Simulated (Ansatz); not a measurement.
# HgTe: the cost of one run

Method: DFT PBEsol, scalar-relativistic, plane waves, PAW, in Ansatz 0.2.0.

2 further runs of the same task are left out: 2 set aside as unsound or not needed.

## Step 1: The structure to begin with

Symmetry: F-43m, No. 216, cubic system. The conventional cell has a = 6.510 Å, b = 6.510 Å, c = 6.510 Å, α = 90.00°, β = 90.00°, γ = 90.00°. Around Hg (site symmetry -43m) lie 4 Te at 2.82 Å. Around Te (site symmetry -43m) lie 4 Hg at 2.82 Å.

Coordinates:

```cif
data_structure
_symmetry_space_group_name_H-M 'F-43m'
_symmetry_Int_Tables_number 216
_cell_length_a 6.5105
_cell_length_b 6.5105
_cell_length_c 6.5105
_cell_angle_alpha 90.000
_cell_angle_beta 90.000
_cell_angle_gamma 90.000
_cell_volume 275.95
loop_
_atom_site_label
_atom_site_type_symbol
_atom_site_symmetry_multiplicity
_atom_site_Wyckoff_symbol
_atom_site_fract_x
_atom_site_fract_y
_atom_site_fract_z
_atom_site_occupancy
Hg1 Hg 4 a 0.00000 0.00000 0.00000 1
Te1 Te 4 c 0.25000 0.25000 0.25000 1
```

This cell was relaxed beforehand with the same method: volume 34.49 Å³/atom, gap on the mesh none (metal).

## Step 2: The cell under 50 GPa

At a set pressure the run lowers the enthalpy E + PV, so the energy alone may rise along the way.

Contents of input.yaml:

```yaml
crystal:
  lattice:
    - [0.0, 3.2552270052, 3.2552270052]
    - [3.2552270052, 0.0, 3.2552270052]
    - [3.2552270052, 3.2552270052, 0.0]
  atoms:
    - { symbol: Hg, position: [0.0, 0.0, 0.0] }
    - { symbol: Te, position: [0.75, 0.75, 0.75] }
basis:
  ecutwfc: 420
kpoints:
  mp_grid: { grid: [12, 12, 12] }
hamiltonian:
  xc: pbesol
scf:
  occupations: { method: fermi_dirac, width: 0.15 }
output:
  forces: true
  stress: true
  eigenvalues: true
relax:
  adjacent_minimum: "off"
  f_tol: 0.001
  max_steps: 60
  cell: { stress_tol: 0.02, p_target: 50.0 }
```

The run is started by

```bash
$ ansatz run input.yaml --threads 1 --pin off --max-ram 3072MiB --backend cpu --events-out ev --progress --plain --runs-dir out
```

Q: Estimate wall time and peak memory on 1 thread of Intel Xeon 6975P-C (Granite Rapids), shared host.

About 88 s, with a peak of 0.49 GiB.
